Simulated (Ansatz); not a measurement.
**Iridium, omega (AlB2-type) under PBE: structure, energy and stiffness**

The plan for iridium in the omega (AlB2-type) structure: relax it, solve it on a dense k-mesh, then scale the cell to 7 volumes from 88 to 112 % of the relaxed one and try a fit of the equation of state. Spin polarisation is left out. The k-meshes are 9×9×12 for the relaxation; 11×11×15 for the dense run; 9×9×13 for the volumes.

Method: DFT PBE, plane waves (420 eV) with PAW, scalar-relativistic, in Ansatz 0.2.0.

## (1) The starting structure

Symmetry: P6/mmm, No. 191, hexagonal system. Conventional cell: a = 4.308 Å, b = 4.308 Å, c = 2.641 Å, α = 90.00°, β = 90.00°, γ = 120.00°. Ir (site symmetry 6/mmm) has 14 Ir at 2.64 to 2.82 Å as nearest neighbours. Around Ir (site symmetry -6m2) lie 11 Ir at 2.49 to 2.82 Å.

As a file:

```cif
data_structure
_symmetry_space_group_name_H-M 'P 1'
_symmetry_Int_Tables_number 1
_cell_length_a 4.3081
_cell_length_b 4.3081
_cell_length_c 2.6409
_cell_angle_alpha 90.000
_cell_angle_beta 90.000
_cell_angle_gamma 120.000
_cell_volume 42.45
loop_
_atom_site_label
_atom_site_type_symbol
_atom_site_fract_x
_atom_site_fract_y
_atom_site_fract_z
_atom_site_occupancy
Ir1 Ir 0.00000 0.00000 0.00000 1
Ir2 Ir 0.33333 0.66667 0.50000 1
Ir3 Ir 0.66667 0.33333 0.50000 1
```

## (2) Relaxation of the cell

The input, input.yaml:

```yaml
crystal:
  lattice:
    - [4.3081096287, 0.0, 0.0]
    - [-2.1540548143, 3.7309323807, 0.0]
    - [0.0, 0.0, 2.6408712024]
  atoms:
    - { symbol: Ir, position: [0.0, 0.0, 0.0] }
    - { symbol: Ir, position: [0.3333333333, 0.6666666667, 0.5] }
    - { symbol: Ir, position: [0.6666666667, 0.3333333333, 0.5] }
hamiltonian:
  xc: pbe
  pseudopotentials:
    kind: paw
    azcp:
      Ir: "pseudopotentials/Ir.paw.azcp"
basis:
  ecutwfc: 420
  fft_grid_basis: typed
kpoints:
  mp_grid: { grid: [9, 9, 12], shift: [0, 0, 0] }
magnetization:
  spin_polarized: false
scf:
  occupations: { method: fermi_dirac, width: 0.1 }
relax:
  max_steps: 60
  f_tol: 0.01
  cell: {}
```

On the command line:

```sh
$ ansatz run input.yaml --threads 1 --pin off --max-ram 3584MiB --backend cpu --events-out ev --progress --plain --runs-dir out
```

The program printed (excerpt; [...] marks lines left out):

```text
[...]
Pseudopotentials: kind: paw
Pseudopotential: Ir, paw, valence charge 17, recommended cutoff 420 eV (normal), <dir>
Functional definition: PBE
[...]
Crystal: 3 atoms, lattice volume = 42.447 Å³
Basis set: ecut = 420 eV, 795 PW (Γ), exchange–correlation on 60×60×36 points (8 copies of the dense FFT grid, shifted against one another)
Bands: 31, of which v1, the nominal top of the filled ones, is band 26 counted from 1 (25 counted from 0)
Symmetry: 24 space group operations
Space group: P6/mmm (ITA 191), of the structure as read, at distance tolerance 3.5e-5 Å
k-points: 84 of 972
[...]
SCF iter   1: F=—  HF=-35804.846097 eV  |F-HF|=—  |Δ(HF+E_count)|=         —  Δρ=9.05e-3  dr2=1.77e-2  ethr=1.77e-3  ⟨swp⟩=5.0  Hψ=8840  notcnv=0
[...]
relax step   1: F+E_penalty+E_count = -35804.85135243 eV  Δ(F+E_penalty+E_count) = +0.000e0 eV  max|allowed force component| = 5.243e-17 eV/Å  Δτ_max = 0.0000 Å  P = +20.828 GPa  Ω = 42.447 Å³  (6 SCF iters, dr2 threshold 1.00e-7 eV, accepted)
[...]
relax step   5: F+E_penalty+E_count = -35805.00323447 eV  Δ(F+E_penalty+E_count) = -1.245e-5 eV  max|allowed force component| = 2.467e-17 eV/Å  Δτ_max = 0.0000 Å  P = -0.003 GPa  Ω = 44.925 Å³  energy of the carried Pulay correction = -1.327e-3 eV  (7 SCF iters, dr2 threshold 3.51e-8 eV, accepted)
[...]
relax step   6: F+E_penalty+E_count = -35805.00421350 eV  Δ(F+E_penalty+E_count) = -9.790e-4 eV  max|allowed force component| = 2.776e-17 eV/Å  Δτ_max = 0.0000 Å  P = -0.042 GPa  Ω = 44.925 Å³  stress off target by 4.56e-2 GPa  SCF on the basis re-selected at this cell (its energy is not [...]
SCF converged after 6 iterations
Free energy (F): -35805.004213 eV
[...]
E sigma→0 (E₀):  -35804.926584 eV
Entropy (-TS):   -0.155259 eV (-51.753 meV/atom)
Fermi energy:    24.028624 eV
[...]
--- Forces (eV/Å), atoms counted from 1 ---
  atom   1  Ir    -0.00000000     0.00000000     0.00000000
  atom   2  Ir    -0.00000000    -0.00000000    -0.00000000
  atom   3  Ir     0.00000000     0.00000000     0.00000000
[...]
--- Stress (GPa, compression-positive) ---
       -0.045613       0.000000       0.000000
       -0.000000      -0.045613       0.000000
        0.000000       0.000000      -0.035702
  P = ⅓ Tr σ = -0.0423 GPa (-0.423 kbar)
--- Relaxed structure (5 steps of the walk, 4 accepted, 1 SCFs on fresh bases) ---
  F+E_penalty+E_count = -35805.00421350 eV   max|allowed force component| = 2.776e-17 eV/Å   (the final SCF, on the basis selected at the relaxed cell)
  cell:  # Å, volume = 44.9252 Å³
    - [4.379607584904504, -2.934647746391252e-11, 0.0]
    - [-2.1898037924268374, 3.792851427148987, 0.0]
    - [0.0, 0.0, 2.7045127745538657]
  atoms:
    - { symbol: Ir, position: [-3.889241685707274e-37, -2.330096847009836e-36, 0.0] }
    - { symbol: Ir, position: [0.3333333333333333, 0.6666666666666666, 0.5] }
    - { symbol: Ir, position: [0.6666666666666667, 0.3333333333333333, 0.5] }
```

Wall time 41 s (1 thread of Intel Xeon Platinum 8259CL at 2.50GHz (Skylake/Cascade Lake), shared host); peak memory 0.56 GiB.

The walk, from the log:

```tsv
step	energy change (meV/atom)	largest force (eV/Å)	pressure (GPa)	volume (Å³/atom)	accepted
1	0.00	0.0000	20.83	14.149	yes
2	9.86	0.0000	-17.76	15.989	no
3	-50.57	0.0000	-0.45	14.995	yes
4	-50.62	0.0000	-0.05	14.977	yes
5	-50.63	0.0000	0.00	14.975	yes
6	-50.95	0.0000	-0.04	14.975	yes
```

Steps that repeat a cell are solved on a basis chosen anew, so their changes of energy are no gain of the relaxation.

The cell of the run, before and after:

|  | before | after | change |
| --- | --- | --- | --- |
| a (Å) | 4.308 | 4.380 | +1.7 % |
| b (Å) | 4.308 | 4.380 | +1.7 % |
| c (Å) | 2.641 | 2.705 | +2.4 % |
| volume (Å³/atom) | 14.149 | 14.975 | +5.8 % |
| shortest distance (Å) | 2.487 | 2.529 | +1.7 % |
| space group (spins left aside) | P6/mmm | P6/mmm | same |

## (3) Dense single point

The input, input.yaml:

```yaml
crystal:
  lattice:
    - [4.3796075849, 0.0, 0.0]
    - [-2.1898037924, 3.7928514271, 0.0]
    - [0.0, 0.0, 2.7045127746]
  atoms:
    - { symbol: Ir, position: [1.0, 1.0, 0.0] }
    - { symbol: Ir, position: [0.3333333333, 0.6666666667, 0.5] }
    - { symbol: Ir, position: [0.6666666667, 0.3333333333, 0.5] }
hamiltonian:
  xc: pbe
  pseudopotentials:
    kind: paw
    azcp:
      Ir: "pseudopotentials/Ir.paw.azcp"
basis:
  ecutwfc: 420
  fft_grid_basis: typed
kpoints:
  mp_grid: { grid: [11, 11, 15], shift: [0, 0, 0] }
magnetization:
  spin_polarized: false
scf:
  occupations: { method: fermi_dirac, width: 0.1 }
```

On the command line:

```sh
$ ansatz run input.yaml --threads 1 --pin off --max-ram 3584MiB --backend cpu --events-out ev --progress --plain --runs-dir out
```

The program printed (excerpt; [...] marks lines left out):

```text
[...]
[... 3 set-up lines as earlier in the session ...]
[...]
Crystal: 3 atoms, lattice volume = 44.925 Å³
Basis set: ecut = 420 eV, 903 PW (Γ)
Bands: 31, of which v1, the nominal top of the filled ones, is band 26 counted from 1 (25 counted from 0)
[... 1 set-up line as earlier in the session ...]
Space group: P6/mmm (ITA 191), of the structure as read, at distance tolerance 3.6e-5 Å
k-points: 128 of 1815
[...]
SCF iter   1: F=—  HF=-35805.002978 eV  |F-HF|=—  |Δ(HF+E_count)|=         —  Δρ=1.03e-2  dr2=5.26e-2  ethr=1.77e-3  ⟨swp⟩=4.9  Hψ=13209  notcnv=0
[...]
SCF iter   6: F=-35805.006141 eV  HF=-35805.006141 eV  |F-HF|=9.42e-9  |Δ(HF+E_count)|=   6.68e-8  Δρ=1.08e-5  dr2=3.28e-8  ethr=1.96e-10  ⟨swp⟩=2.7  Hψ=8084  notcnv=0
[...]
SCF converged after 6 iterations
Free energy (F): -35805.006141 eV
[...]
E sigma→0 (E₀):  -35804.928630 eV
Entropy (-TS):   -0.155023 eV (-51.674 meV/atom)
Fermi energy:    24.030861 eV
[...]
```

Wall time 8.6 s (1 thread of Intel Xeon Platinum 8259CL at 2.50GHz (Skylake/Cascade Lake), shared host); peak memory 0.56 GiB.

## (4) At 88 % of the relaxed volume

Edit input.yaml of step 3 so:

```diff
@@ -2,5 +2,5 @@
   lattice:
-    - [4.3796075849, 0.0, 0.0]
-    - [-2.1898037924, 3.7928514271, 0.0]
-    - [0.0, 0.0, 2.7045127746]
+    - [4.1969077497, 0.0, 0.0]
+    - [-2.0984538748, 3.6346287286, 0.0]
+    - [0.0, 0.0, 2.5916912423]
   atoms:
@@ -19,3 +19,3 @@
 kpoints:
-  mp_grid: { grid: [11, 11, 15], shift: [0, 0, 0] }
+  mp_grid: { grid: [9, 9, 13], shift: [0, 0, 0] }
 magnetization:
@@ -24 +24,4 @@
   occupations: { method: fermi_dirac, width: 0.1 }
+  lower_state_search: "off"
+output:
+  stress: true
```

On the command line:

```sh
$ ansatz run input.yaml --threads 1 --pin off --max-ram 3584MiB --backend cpu --events-out ev --progress --plain --runs-dir out
```

The program printed (excerpt; [...] marks lines left out):

```text
[...]
[... 3 set-up lines as earlier in the session ...]
[...]
Crystal: 3 atoms, lattice volume = 39.534 Å³
Basis set: ecut = 420 eV, 771 PW (Γ)
Bands: 31, of which v1, the nominal top of the filled ones, is band 26 counted from 1 (25 counted from 0)
[... 1 set-up line as earlier in the session ...]
Space group: P6/mmm (ITA 191), of the structure as read, at distance tolerance 3.4e-5 Å
k-points: 84 of 1053
[...]
SCF iter   1: F=—  HF=-35804.168084 eV  |F-HF|=—  |Δ(HF+E_count)|=         —  Δρ=9.38e-3  dr2=1.21e-2  ethr=1.77e-3  ⟨swp⟩=5.4  Hψ=9301  notcnv=0
[...]
SCF iter   6: F=-35804.170867 eV  HF=-35804.170867 eV  |F-HF|=2.08e-9  |Δ(HF+E_count)|=   2.83e-9  Δρ=4.27e-6  dr2=3.72e-9  ethr=1.96e-10  ⟨swp⟩=4.0  Hψ=8477  notcnv=0
[...]
SCF converged after 6 iterations
Free energy (F): -35804.170867 eV
[...]
E sigma→0 (E₀):  -35804.107054 eV
Entropy (-TS):   -0.127626 eV (-42.542 meV/atom)
Fermi energy:    28.214264 eV
[...]
--- Stress (GPa, compression-positive) ---
       58.948607       0.000000       0.000000
        0.000000      58.948607       0.000000
        0.000000       0.000000      51.903430
  P = ⅓ Tr σ = 56.6002 GPa (566.002 kbar)
```

Run time: 6 s. Hardware: 1 thread of Intel Xeon Platinum 8259CL at 2.50GHz (Skylake/Cascade Lake), shared host; peak memory 0.54 GiB.

## (5) At 92 % of the relaxed volume

Edit input.yaml of step 4 so:

```diff
@@ -2,5 +2,5 @@
   lattice:
-    - [4.1969077497, 0.0, 0.0]
-    - [-2.0984538748, 3.6346287286, 0.0]
-    - [0.0, 0.0, 2.5916912423]
+    - [4.2595574003, 0.0, 0.0]
+    - [-2.1297787001, 3.6888849176, 0.0]
+    - [0.0, 0.0, 2.6303789049]
   atoms:
```

On the command line:

```sh
$ ansatz run input.yaml --threads 1 --pin off --max-ram 3584MiB --backend cpu --events-out ev --progress --plain --runs-dir out
```

The program printed (excerpt; [...] marks lines left out):

```text
[...]
[... 3 set-up lines as earlier in the session ...]
[...]
Crystal: 3 atoms, lattice volume = 41.331 Å³
Basis set: ecut = 420 eV, 795 PW (Γ)
Bands: 31, of which v1, the nominal top of the filled ones, is band 26 counted from 1 (25 counted from 0)
[... 2 set-up lines as earlier in the session ...]
k-points: 84 of 1053
[...]
SCF iter   1: F=—  HF=-35804.664089 eV  |F-HF|=—  |Δ(HF+E_count)|=         —  Δρ=9.37e-3  dr2=1.87e-2  ethr=1.77e-3  ⟨swp⟩=5.2  Hψ=9102  notcnv=0
[...]
SCF iter   6: F=-35804.668081 eV  HF=-35804.668081 eV  |F-HF|=5.38e-10  |Δ(HF+E_count)|=   2.55e-8  Δρ=4.47e-6  dr2=2.18e-9  ethr=1.96e-10  ⟨swp⟩=4.0  Hψ=8444  notcnv=0
[...]
SCF converged after 6 iterations
Free energy (F): -35804.668081 eV
[...]
E sigma→0 (E₀):  -35804.599974 eV
Entropy (-TS):   -0.136214 eV (-45.405 meV/atom)
Fermi energy:    26.703774 eV
[...]
--- Stress (GPa, compression-positive) ---
       34.495761      -0.000000       0.000000
        0.000000      34.495761       0.000000
        0.000000       0.000000      30.038102
  P = ⅓ Tr σ = 33.0099 GPa (330.099 kbar)
```

Run time: 6.6 s. Hardware: 1 thread of Intel Xeon Platinum 8259CL at 2.50GHz (Skylake/Cascade Lake), shared host; peak memory 0.53 GiB.

## (6) At 96 % of the relaxed volume

Edit input.yaml of step 5 so:

```diff
@@ -2,5 +2,5 @@
   lattice:
-    - [4.2595574003, 0.0, 0.0]
-    - [-2.1297787001, 3.6888849176, 0.0]
-    - [0.0, 0.0, 2.6303789049]
+    - [4.3204164427, 0.0, 0.0]
+    - [-2.1602082213, 3.7415903943, 0.0]
+    - [0.0, 0.0, 2.6679608239]
   atoms:
```

On the command line:

```sh
$ ansatz run input.yaml --threads 1 --pin off --max-ram 3584MiB --backend cpu --events-out ev --progress --plain --runs-dir out
```

The program printed (excerpt; [...] marks lines left out):

```text
[...]
[... 3 set-up lines as earlier in the session ...]
[...]
Crystal: 3 atoms, lattice volume = 43.128 Å³
Basis set: ecut = 420 eV, 903 PW (Γ)
Bands: 31, of which v1, the nominal top of the filled ones, is band 26 counted from 1 (25 counted from 0)
[... 2 set-up lines as earlier in the session ...]
k-points: 84 of 1053
[...]
SCF iter   1: F=—  HF=-35804.926268 eV  |F-HF|=—  |Δ(HF+E_count)|=         —  Δρ=9.80e-3  dr2=3.42e-2  ethr=1.77e-3  ⟨swp⟩=5.0  Hψ=8804  notcnv=0
[...]
SCF iter   6: F=-35804.930238 eV  HF=-35804.930238 eV  |F-HF|=3.79e-9  |Δ(HF+E_count)|=   9.11e-8  Δρ=8.57e-6  dr2=1.65e-8  ethr=1.96e-10  ⟨swp⟩=4.0  Hψ=8478  notcnv=0
[...]
SCF converged after 6 iterations
Free energy (F): -35804.930238 eV
[...]
E sigma→0 (E₀):  -35804.857650 eV
Entropy (-TS):   -0.145176 eV (-48.392 meV/atom)
Fermi energy:    25.316359 eV
[...]
--- Stress (GPa, compression-positive) ---
       15.286613       0.000000       0.000000
        0.000000      15.286613       0.000000
        0.000000       0.000000      12.866099
  P = ⅓ Tr σ = 14.4798 GPa (144.798 kbar)
```

It took 6.7 s on 1 thread of Intel Xeon Platinum 8259CL at 2.50GHz (Skylake/Cascade Lake), shared host; peak memory 0.54 GiB.

## (7) At 100 % of the relaxed volume

Edit input.yaml of step 6 so:

```diff
@@ -2,5 +2,5 @@
   lattice:
-    - [4.3204164427, 0.0, 0.0]
-    - [-2.1602082213, 3.7415903943, 0.0]
-    - [0.0, 0.0, 2.6679608239]
+    - [4.3796075849, 0.0, 0.0]
+    - [-2.1898037924, 3.7928514271, 0.0]
+    - [0.0, 0.0, 2.7045127746]
   atoms:
```

On the command line:

```sh
$ ansatz run input.yaml --threads 1 --pin off --max-ram 3584MiB --backend cpu --events-out ev --progress --plain --runs-dir out
```

The program printed (excerpt; [...] marks lines left out):

```text
[...]
[... 3 set-up lines as earlier in the session ...]
[...]
Crystal: 3 atoms, lattice volume = 44.925 Å³
Basis set: ecut = 420 eV, 903 PW (Γ)
Bands: 31, of which v1, the nominal top of the filled ones, is band 26 counted from 1 (25 counted from 0)
[... 2 set-up lines as earlier in the session ...]
k-points: 84 of 1053
[...]
SCF iter   1: F=—  HF=-35805.005331 eV  |F-HF|=—  |Δ(HF+E_count)|=         —  Δρ=1.06e-2  dr2=5.97e-2  ethr=1.77e-3  ⟨swp⟩=4.9  Hψ=8684  notcnv=0
[...]
SCF iter   6: F=-35805.007796 eV  HF=-35805.007796 eV  |F-HF|=1.10e-8  |Δ(HF+E_count)|=   4.75e-8  Δρ=1.23e-5  dr2=4.11e-8  ethr=1.96e-10  ⟨swp⟩=4.0  Hψ=8538  notcnv=0
[...]
SCF converged after 6 iterations
Free energy (F): -35805.007796 eV
[...]
E sigma→0 (E₀):  -35804.930550 eV
Entropy (-TS):   -0.154493 eV (-51.498 meV/atom)
Fermi energy:    24.038026 eV
[...]
--- Stress (GPa, compression-positive) ---
        0.210419      -0.000000       0.000000
       -0.000000       0.210419       0.000000
        0.000000       0.000000      -0.606286
  P = ⅓ Tr σ = -0.0618 GPa (-0.618 kbar)
```

It took 7 s on 1 thread of Intel Xeon Platinum 8259CL at 2.50GHz (Skylake/Cascade Lake), shared host; peak memory 0.54 GiB.

## (8) At 104 % of the relaxed volume

Edit input.yaml of step 7 so:

```diff
@@ -2,5 +2,5 @@
   lattice:
-    - [4.3796075849, 0.0, 0.0]
-    - [-2.1898037924, 3.7928514271, 0.0]
-    - [0.0, 0.0, 2.7045127746]
+    - [4.4372406097, 0.0, 0.0]
+    - [-2.2186203048, 3.8427630907, 0.0]
+    - [0.0, 0.0, 2.7401025503]
   atoms:
```

On the command line:

```sh
$ ansatz run input.yaml --threads 1 --pin off --max-ram 3584MiB --backend cpu --events-out ev --progress --plain --runs-dir out
```

The program printed (excerpt; [...] marks lines left out):

```text
[...]
[... 3 set-up lines as earlier in the session ...]
[...]
Crystal: 3 atoms, lattice volume = 46.722 Å³
Basis set: ecut = 420 eV, 939 PW (Γ)
Bands: 31, of which v1, the nominal top of the filled ones, is band 26 counted from 1 (25 counted from 0)
[... 2 set-up lines as earlier in the session ...]
k-points: 84 of 1053
[...]
SCF iter   1: F=—  HF=-35804.940489 eV  |F-HF|=—  |Δ(HF+E_count)|=         —  Δρ=1.16e-2  dr2=9.24e-2  ethr=1.77e-3  ⟨swp⟩=4.7  Hψ=8560  notcnv=0
[...]
SCF iter   6: F=-35804.940649 eV  HF=-35804.940649 eV  |F-HF|=2.09e-8  |Δ(HF+E_count)|=   1.09e-7  Δρ=1.49e-5  dr2=6.97e-8  ethr=1.96e-10  ⟨swp⟩=4.0  Hψ=8573  notcnv=0
[...]
SCF converged after 6 iterations
Free energy (F): -35804.940649 eV
[...]
E sigma→0 (E₀):  -35804.858574 eV
Entropy (-TS):   -0.164149 eV (-54.716 meV/atom)
Fermi energy:    22.856834 eV
[...]
--- Stress (GPa, compression-positive) ---
      -11.593666       0.000000       0.000000
       -0.000000     -11.593666       0.000000
        0.000000       0.000000     -11.149763
  P = ⅓ Tr σ = -11.4457 GPa (-114.457 kbar)
```

It took 6.6 s on 1 thread of Intel Xeon Platinum 8259CL at 2.50GHz (Skylake/Cascade Lake), shared host; peak memory 0.55 GiB.

## (9) At 108 % of the relaxed volume

Edit input.yaml of step 8 so:

```diff
@@ -2,5 +2,5 @@
   lattice:
-    - [4.4372406097, 0.0, 0.0]
-    - [-2.2186203048, 3.8427630907, 0.0]
-    - [0.0, 0.0, 2.7401025503]
+    - [4.4934141756, 0.0, 0.0]
+    - [-2.2467070878, 3.8914108258, 0.0]
+    - [0.0, 0.0, 2.7747910752]
   atoms:
```

On the command line:

```sh
$ ansatz run input.yaml --threads 1 --pin off --max-ram 3584MiB --backend cpu --events-out ev --progress --plain --runs-dir out
```

The program printed (excerpt; [...] marks lines left out):

```text
[...]
[... 3 set-up lines as earlier in the session ...]
[...]
Crystal: 3 atoms, lattice volume = 48.519 Å³
Basis set: ecut = 420 eV, 939 PW (Γ)
Bands: 31, of which v1, the nominal top of the filled ones, is band 26 counted from 1 (25 counted from 0)
[... 2 set-up lines as earlier in the session ...]
k-points: 84 of 1053
[...]
SCF iter   1: F=—  HF=-35804.762677 eV  |F-HF|=—  |Δ(HF+E_count)|=         —  Δρ=1.25e-2  dr2=1.27e-1  ethr=1.77e-3  ⟨swp⟩=4.5  Hψ=8465  notcnv=0
[...]
SCF iter   6: F=-35804.760435 eV  HF=-35804.760435 eV  |F-HF|=3.47e-8  |Δ(HF+E_count)|=   2.76e-7  Δρ=1.65e-5  dr2=9.77e-8  ethr=1.96e-10  ⟨swp⟩=4.1  Hψ=8623  notcnv=0
[...]
SCF converged after 6 iterations
Free energy (F): -35804.760435 eV
[...]
E sigma→0 (E₀):  -35804.673366 eV
Entropy (-TS):   -0.174137 eV (-58.046 meV/atom)
Fermi energy:    21.762533 eV
[...]
--- Stress (GPa, compression-positive) ---
      -20.796032       0.000000       0.000000
        0.000000     -20.796032       0.000000
        0.000000       0.000000     -19.362567
  P = ⅓ Tr σ = -20.3182 GPa (-203.182 kbar)
```

Run time: 7.6 s. Hardware: 1 thread of Intel Xeon Platinum 8259CL at 2.50GHz (Skylake/Cascade Lake), shared host; peak memory 0.55 GiB.

## (10) At 112 % of the relaxed volume

Edit input.yaml of step 9 so:

```diff
@@ -2,5 +2,5 @@
   lattice:
-    - [4.4934141756, 0.0, 0.0]
-    - [-2.2467070878, 3.8914108258, 0.0]
-    - [0.0, 0.0, 2.7747910752]
+    - [4.5482173106, 0.0, 0.0]
+    - [-2.2741086553, 3.9388717329, 0.0]
+    - [0.0, 0.0, 2.8086333261]
   atoms:
```

On the command line:

```sh
$ ansatz run input.yaml --threads 1 --pin off --max-ram 3584MiB --backend cpu --events-out ev --progress --plain --runs-dir out
```

The program printed (excerpt; [...] marks lines left out):

```text
[...]
[... 3 set-up lines as earlier in the session ...]
[...]
Crystal: 3 atoms, lattice volume = 50.316 Å³
Basis set: ecut = 420 eV, 963 PW (Γ)
Bands: 31, of which v1, the nominal top of the filled ones, is band 26 counted from 1 (25 counted from 0)
[... 1 set-up line as earlier in the session ...]
Space group: P6/mmm (ITA 191), of the structure as read, at distance tolerance 3.7e-5 Å
k-points: 84 of 1053
[...]
SCF iter   1: F=—  HF=-35804.496628 eV  |F-HF|=—  |Δ(HF+E_count)|=         —  Δρ=1.31e-2  dr2=1.56e-1  ethr=1.77e-3  ⟨swp⟩=4.5  Hψ=8414  notcnv=0
[...]
SCF iter   7: F=-35804.492374 eV  HF=-35804.492374 eV  |F-HF|=2.93e-9  |Δ(HF+E_count)|=   2.30e-8  Δρ=3.76e-6  dr2=5.78e-9  ethr=1.96e-10  ⟨swp⟩=4.0  Hψ=8122  notcnv=0
[...]
SCF converged after 7 iterations
Free energy (F): -35804.492374 eV
[...]
E sigma→0 (E₀):  -35804.400152 eV
Entropy (-TS):   -0.184443 eV (-61.481 meV/atom)
Fermi energy:    20.746207 eV
[...]
--- Stress (GPa, compression-positive) ---
      -27.920173      -0.000000       0.000000
       -0.000000     -27.920173       0.000000
        0.000000       0.000000     -25.713491
  P = ⅓ Tr σ = -27.1846 GPa (-271.846 kbar)
```

Wall time 8.1 s (1 thread of Intel Xeon Platinum 8259CL at 2.50GHz (Skylake/Cascade Lake), shared host); peak memory 0.54 GiB.

## (11) Fitting the volumes

The cell was scaled evenly, with its shape and the fractional positions fixed.

```tsv
V (Å³/atom)	E − E₀ (meV/atom)	P from the stress (GPa)	P from the fit (GPa)
13.178	274.5	56.60	56.33
13.777	110.2	33.01	32.60
14.376	24.3	14.48	14.05
14.975	0.0	-0.06	-0.48
15.574	24.0	-11.45	-11.86
16.173	85.7	-20.32	-20.77
16.772	176.8	-27.18	-27.72
```

Fit (Birch-Murnaghan, third order): V₀ = 14.953 Å³/atom, B₀ = 323 GPa, B₀′ = 5.1, largest residual 0.08 meV/atom.

Fit and stress differ a little: one follows E(σ → 0), the other the smeared free energy.

## (12) What came out

```
                      quantity                                   value
space group (spins left aside)                        P6/mmm (No. 191)
             conventional cell  a = 4.380 Å, c = 2.705 Å (c/a = 0.618)
                        volume                          14.975 Å³/atom
             shortest distance                                 2.529 Å
               gap on the mesh            none (levels filled in part)
               relative to fcc                           +336 meV/atom
                   V₀, B₀, B₀′            14.953 Å³/atom, 323 GPa, 5.1
```

In words: The relaxation enlarged the cell by 5.8 % in volume. Against the reference form of iridium (fcc, computed apart with the same settings) it stands 336 meV/atom higher, so it is far from stable. Levels at the Fermi energy are filled in part, as in a metal. B₀ comes out at 323 GPa, among the stiffest elements; letting shape and positions relax at each volume could only lower it. Relaxation kept the symmetry; phonons were not checked.
